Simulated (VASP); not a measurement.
**CdSe: relaxation of cell and atoms with r2SCAN**

The system is CdSe.

```
CELL_PARAMETERS angstrom
0.00000 3.07027 3.07027
3.07027 0.00000 3.07027
3.07027 3.07027 0.00000
ATOMIC_POSITIONS crystal
Cd 0.00000 0.00000 0.00000
Se 0.25000 0.25000 0.25000
```

Measurements of this composition are mostly on another form, of space group No. 186.

```json
{
 "Program": "VASP 6.6.1",
 "Task": "relaxation of cell and atoms",
 "Functional": "r2SCAN",
 "Potentials or basis": "VASP PAW PBE potentials, release 64 (Cd, Se)",
 "Cutoff": "600 eV",
 "k mesh": "8 × 8 × 8",
 "Occupations": "gaussian, width 0.05 eV",
 "Spin": "no spin polarisation",
 "Further INCAR settings": "ALGO = Normal; EDIFF = 1e-06; IBRION = 2; EDIFFG = -0.02; NSW = 40; ISIF = 3"
}
```

- Pressure after relaxing: 0.0 GPa
- Band gap on the k mesh: 1.02 eV, direct

Final structure:
```
Cd Se
1.0
     0.00000    3.07027    3.07027
     3.07027    0.00000    3.07027
     3.07027    3.07027    0.00000
Cd Se
1 1
Direct
  0.00000 0.00000 0.00000
  0.25000 0.25000 0.25000
```

Levels at points of the mesh, in eV from the valence-band top:
```
           k point  band 5  band 6  band 7  band 8  band 9  band 10  band 11  band 12  band 13
(0.00, 0.00, 0.00)   -7.71   -7.71    0.00    0.00    0.00     1.02     6.47     6.47     6.47
(0.50, 0.00, 0.00)   -7.68   -7.42   -4.26   -0.72   -0.72     2.82     6.92     6.92     7.73
(0.50, 0.50, 0.00)   -7.65   -7.36   -3.95   -1.79   -1.79     3.51     4.13     9.55    10.79
```

It took 2.3 min on 1 thread of Intel(R) Xeon(R) Platinum 8375C CPU @ 2.90GHz (Ice Lake), on a shared host, peak memory 0.23 GiB.

Caveat: the relaxation stopped at its first step, so nothing moved; the PAW data sets were made with another functional, which shifts forces and pressure a little. r2SCAN opens gaps a little over a GGA but as a rule still falls short of measured ones.
